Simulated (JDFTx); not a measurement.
# NiO (Fm-3m) in JDFTx: notebook

Runs on NiO. Level: PBEsol. Tasks: band structure, equation of state.

Everything below comes from runs of JDFTx 1.7.0 (patched build). Logs are shortened: lines on timing, memory, paths and dates and some standing lists are left out, and cuts for length are marked. The log counts tension as positive stress, the text compression.

**What was measured.**

From “Local correlations, non-local screening, multiplets, and band formation in NiO”, 2012, arxiv:1210.6675, for a bulk crystal of NiO: band gap 4.3 eV.

The results are compared with them further down.

## Step 1: The structure

The structure is cubic, space group Fm-3m (No. 225). The conventional cell has a = 4.172 Å, b = 4.172 Å, c = 4.172 Å, α = 90.00°, β = 90.00°, γ = 90.00°. Ni (site symmetry m-3m) has 6 O at 2.09 Å as nearest neighbours. O (site symmetry m-3m) is surrounded by 6 Ni at 2.09 Å.

## Step 2: Band structure, PBEsol, collinear spin, ferromagnetic start

The input, bands.in:

```
lattice \
    0.0000000000     2.0859016414     2.0859016414 \
    2.0859016414     0.0000000000     2.0859016414 \
    2.0859016414     2.0859016414     0.0000000000
latt-scale 1.889726124626 1.889726124626 1.889726124626
coords-type Lattice
ion Ni     0.0000000000     0.0000000000     0.0000000000 1
ion O      0.5000000000     0.5000000000     0.5000000000 1

ion-species pseudo/Ni.upf
ion-species pseudo/O.upf
elec-cutoff 49 392
elec-ex-corr gga-PBEsol
elec-smearing Fermi 0.0018374661
elec-n-bands 19
spintype z-spin
initial-magnetic-moments Ni 1
elec-initial-magnetization 1.54978 yes
electronic-minimize nIterations 30 energyDiffThreshold 1e-06
davidson-band-ratio 1.3
forces-output-coords Cartesian
include path.kpoints
symmetries none
fix-electron-density run.$VAR

dump-name bands.$VAR
dump End Ecomponents EigStats BandEigs Kpoints Forces
```

The input, path.kpoints:

```
kpoint +0.0000000000 +0.0000000000 +0.0000000000 0.020000000000
kpoint +0.0714285714 +0.0000000000 +0.0714285714 0.020000000000
kpoint +0.1428571429 +0.0000000000 +0.1428571429 0.020000000000
kpoint +0.2142857143 +0.0000000000 +0.2142857143 0.020000000000
kpoint +0.2857142857 +0.0000000000 +0.2857142857 0.020000000000
kpoint +0.3571428571 +0.0000000000 +0.3571428571 0.020000000000
kpoint +0.4285714286 +0.0000000000 +0.4285714286 0.020000000000
kpoint +0.5000000000 +0.0000000000 +0.5000000000 0.020000000000
kpoint +0.5000000000 +0.0833333333 +0.5833333333 0.020000000000
kpoint +0.5000000000 +0.1666666667 +0.6666666667 0.020000000000
kpoint +0.5000000000 +0.2500000000 +0.7500000000 0.020000000000
kpoint +0.4375000000 +0.3125000000 +0.7500000000 0.020000000000
kpoint +0.3750000000 +0.3750000000 +0.7500000000 0.020000000000
kpoint +0.3281250000 +0.3281250000 +0.6562500000 0.020000000000
kpoint +0.2812500000 +0.2812500000 +0.5625000000 0.020000000000
kpoint +0.2343750000 +0.2343750000 +0.4687500000 0.020000000000
kpoint +0.1875000000 +0.1875000000 +0.3750000000 0.020000000000
kpoint +0.1406250000 +0.1406250000 +0.2812500000 0.020000000000
kpoint +0.0937500000 +0.0937500000 +0.1875000000 0.020000000000
kpoint +0.0468750000 +0.0468750000 +0.0937500000 0.020000000000
kpoint +0.0000000000 +0.0000000000 +0.0000000000 0.020000000000
kpoint +0.0833333333 +0.0833333333 +0.0833333333 0.020000000000
kpoint +0.1666666667 +0.1666666667 +0.1666666667 0.020000000000
kpoint +0.2500000000 +0.2500000000 +0.2500000000 0.020000000000
kpoint +0.3333333333 +0.3333333333 +0.3333333333 0.020000000000
kpoint +0.4166666667 +0.4166666667 +0.4166666667 0.020000000000
kpoint +0.5000000000 +0.5000000000 +0.5000000000 0.020000000000
kpoint +0.5250000000 +0.4500000000 +0.5250000000 0.020000000000
kpoint +0.5500000000 +0.4000000000 +0.5500000000 0.020000000000
kpoint +0.5750000000 +0.3500000000 +0.5750000000 0.020000000000
kpoint +0.6000000000 +0.3000000000 +0.6000000000 0.020000000000
kpoint +0.6250000000 +0.2500000000 +0.6250000000 0.020000000000
kpoint +0.5625000000 +0.2500000000 +0.6875000000 0.020000000000
kpoint +0.5000000000 +0.2500000000 +0.7500000000 0.020000000000
kpoint +0.5000000000 +0.2916666667 +0.7083333333 0.020000000000
kpoint +0.5000000000 +0.3333333333 +0.6666666667 0.020000000000
kpoint +0.5000000000 +0.3750000000 +0.6250000000 0.020000000000
kpoint +0.5000000000 +0.4166666667 +0.5833333333 0.020000000000
kpoint +0.5000000000 +0.4583333333 +0.5416666667 0.020000000000
kpoint +0.5000000000 +0.5000000000 +0.5000000000 0.020000000000
kpoint +0.4791666667 +0.4791666667 +0.5416666667 0.020000000000
kpoint +0.4583333333 +0.4583333333 +0.5833333333 0.020000000000
kpoint +0.4375000000 +0.4375000000 +0.6250000000 0.020000000000
kpoint +0.4166666667 +0.4166666667 +0.6666666667 0.020000000000
kpoint +0.3958333333 +0.3958333333 +0.7083333333 0.020000000000
kpoint +0.3750000000 +0.3750000000 +0.7500000000 0.020000000000
kpoint +0.6250000000 +0.2500000000 +0.6250000000 0.020000000000
kpoint +0.5833333333 +0.1666666667 +0.5833333333 0.020000000000
kpoint +0.5416666667 +0.0833333333 +0.5416666667 0.020000000000
kpoint +0.5000000000 +0.0000000000 +0.5000000000 0.020000000000
```

Potentials or basis: PseudoDojo-SR-PBEsol-0.4.1-standard with smoothed tails.

The run is started by

```
jdftx -c 1 -i bands.in -o bands.out
```

What it wrote:

```text
*************** JDFTx 1.7.0 (patched build) ***************

Input parsed successfully to the following command list (including defaults):
[... the input with its defaults ...]

---------- Initializing the Grid ----------
R =
[            0      3.94178      3.94178  ]
[      3.94178            0      3.94178  ]
[      3.94178      3.94178            0  ]
unit cell volume = 122.492
G =
[  -0.796998   0.796998   0.796998  ]
[   0.796998  -0.796998   0.796998  ]
[   0.796998   0.796998  -0.796998  ]
Minimum fftbox size, Smin = [  52  52  52  ]
Chosen fftbox size, S = [  54  54  54  ]

---------- Initializing tighter grid for wavefunction operations ----------
R =
[            0      3.94178      3.94178  ]
[      3.94178            0      3.94178  ]
[      3.94178      3.94178            0  ]
unit cell volume = 122.492
G =
[  -0.796998   0.796998   0.796998  ]
[   0.796998  -0.796998   0.796998  ]
[   0.796998   0.796998  -0.796998  ]
Minimum fftbox size, Smin = [  36  36  36  ]
Chosen fftbox size, S = [  36  36  36  ]

---------- Exchange Correlation functional ----------
Initalized PBEsol GGA exchange.
Initalized PBEsol GGA correlation.

---------- Setting up pseudopotentials ----------
Width of ionic core gaussian charges (only for fluid interactions / plotting) set to 0

Reading pseudopotential file 'pseudo/Ni.upf':
  'Ni' pseudopotential, 'PBESOL' functional
  Generated using ONCVPSP code by D. R. Hamann
  18 valence electrons, 4 orbitals, 6 projectors, 1001 radial grid points, with lMax = 2
    3S    l: 0   occupation:  2.0   eigenvalue: -4.070998
    3P    l: 1   occupation:  6.0   eigenvalue: -2.618562
    3D    l: 2   occupation:  8.0   eigenvalue: -0.327098
    4S    l: 0   occupation:  2.0   eigenvalue: -0.208097
  Core radius for overlap checks: 1.60 bohrs.

Reading pseudopotential file 'pseudo/O.upf':
  'O' pseudopotential, 'PBESOL' functional
  Generated using ONCVPSP code by D. R. Hamann
  6 valence electrons, 2 orbitals, 5 projectors, 936 radial grid points, with lMax = 2
    2S    l: 0   occupation:  2.0   eigenvalue: -0.874950
    2P    l: 1   occupation:  4.0   eigenvalue: -0.329796
  Core radius for overlap checks: 1.39 bohrs.

Initialized 2 species with 2 total atoms.

Folded 50 k-points by 1x1x1 to 50 k-points.

---------- Setting up k-points, bands, fillings ----------
No reducable k-points.
Computing the number of bands and number of electrons
Calculating initial fillings.
nElectrons:  24.000000   nBands: 19   nStates: 100

----- Setting up reduced wavefunction bases (one per k-point) -----
average nbasis = 2009.140 , ideal nbasis = 2006.763

---------- Setting up ewald sum ----------
Optimum gaussian width for ewald sums = 1.790290 bohr.
Real space sum over 1331 unit cells with max indices [  5  5  5  ]
Reciprocal space sum over 2197 terms with max indices [  6  6  6  ]

---------- Allocating electronic variables ----------
Reading n_up from file 'run.n_up' ... done
Reading n_dn from file 'run.n_dn' ... done
Initializing wave functions:  linear combination of atomic orbitals
Note: number of bands (19) exceeds available atomic orbitals (14)

----------- Band structure minimization -------------
Minimization will be done independently for each quantum number.

---- Minimization of quantum number:     0  [ +0.0000000 +0.0000000 +0.0000000 ]  0.020000000  spin +1 ----
BandDavidson: Iter:   0  Eband: +0.040554610340382
BandDavidson: Iter:   1  Eband: +0.027748533185389  dEband: -1.280608e-02
BandDavidson: Iter:   2  Eband: +0.025838313955897  dEband: -1.910219e-03
BandDavidson: Iter:   3  Eband: +0.025401491632529  dEband: -4.368223e-04
[... 1120 lines of inner loops ...]
BandDavidson: Iter:   5  Eband: +0.029826388460149  dEband: -1.211712e-06
BandDavidson: Iter:   6  Eband: +0.029826160340445  dEband: -2.281197e-07
BandDavidson: Converged (dEband<1.000000e-06)
	FillingsUpdate:  mu: +0.531660885  nElectrons: 24.000000  magneticMoment: [ Abs: 1.55751  Tot: +1.54979 ]
WARNING: these k-points are no uniform mesh, so that mu and the fillings of partly filled bands are only those of these points: take mu from the calculation that made the density or potential.

Dumping 'bands.eigStats' ...
	eMin: -3.278181 at state 20 ( [ +0.000000 +0.000000 +0.000000 ] spin 1 )
	HOMO: +0.541042 at state 38 ( [ +0.500000 +0.458333 -0.458333 ] spin 1 )
	mu  : +0.531661
	LUMO: +0.524375 at state 67 ( [ +0.140625 +0.140625 +0.281250 ] spin -1 )
	eMax: +1.604533 at state 98 ( [ -0.458333 +0.083333 -0.458333 ] spin -1 )
	HOMO-LUMO gap: -0.016667
	Optical gap  : +0.005006 at state 38 ( [ +0.500000 +0.458333 -0.458333 ] spin 1 )
Done!
[note: mu, HOMO and LUMO in a band run belong to the points of the path alone and aren't those of the crystal]
```

Wall time 18 s (1 thread of Intel Xeon 6975P-C (Granite Rapids), shared host); peak memory 0.13 GiB.

Results:

* Band gap along the path: none (metal or under the smearing width)

Levels at the corners of the path, in eV from the Fermi level:
Spin up:
```tsv
point	band 10	band 11	band 12	band 13	band 14	band 15	band 16
Γ	-2.95	-2.49	-2.49	-2.49	1.50	17.64	18.78
X	-2.60	-2.03	-1.44	-1.44	6.12	10.43	12.12
W	-1.75	-1.75	-1.44	-1.11	8.45	10.54	10.54
K	-1.69	-1.57	-1.35	-1.05	7.76	10.21	10.37
Γ	-2.95	-2.49	-2.49	-2.49	1.50	17.64	18.78
L	-1.76	-1.25	0.39	0.39	5.48	9.90	13.94
U	-1.69	-1.57	-1.35	-1.05	7.76	10.21	10.37
W	-1.75	-1.75	-1.44	-1.11	8.45	10.54	10.54
L	-1.76	-1.25	0.39	0.39	5.48	9.90	13.94
K	-1.69	-1.57	-1.35	-1.05	7.76	10.21	10.37
U	-1.69	-1.57	-1.35	-1.05	7.76	10.21	10.37
X	-2.60	-2.03	-1.44	-1.44	6.12	10.43	12.12
```
Spin down:
| point | band 9 | band 10 | band 11 | band 12 | band 13 | band 14 |
| --- | --- | --- | --- | --- | --- | --- |
| Γ | -1.66 | -1.66 | -1.66 | -0.78 | -0.78 | 1.79 |
| X | -2.69 | -0.52 | -0.52 | -0.35 | 0.20 | 6.47 |
| W | -0.91 | -0.91 | -0.52 | 0.07 | 0.82 | 8.89 |
| K | -1.51 | -0.66 | -0.46 | 0.34 | 0.84 | 8.12 |
| Γ | -1.66 | -1.66 | -1.66 | -0.78 | -0.78 | 1.79 |
| L | -0.76 | -0.76 | -0.39 | 2.07 | 2.07 | 5.62 |
| U | -1.51 | -0.66 | -0.46 | 0.34 | 0.84 | 8.12 |
| W | -0.91 | -0.91 | -0.52 | 0.07 | 0.82 | 8.89 |
| L | -0.76 | -0.76 | -0.39 | 2.07 | 2.07 | 5.62 |
| K | -1.51 | -0.66 | -0.46 | 0.34 | 0.84 | 8.12 |
| U | -1.51 | -0.66 | -0.46 | 0.34 | 0.84 | 8.12 |
| X | -2.69 | -0.52 | -0.52 | -0.35 | 0.20 | 6.47 |

Caveat: semilocal functionals often make such compounds metallic where correlation or magnetic order opens a gap, which also shifts bond lengths.

[end of part 1 of 2]
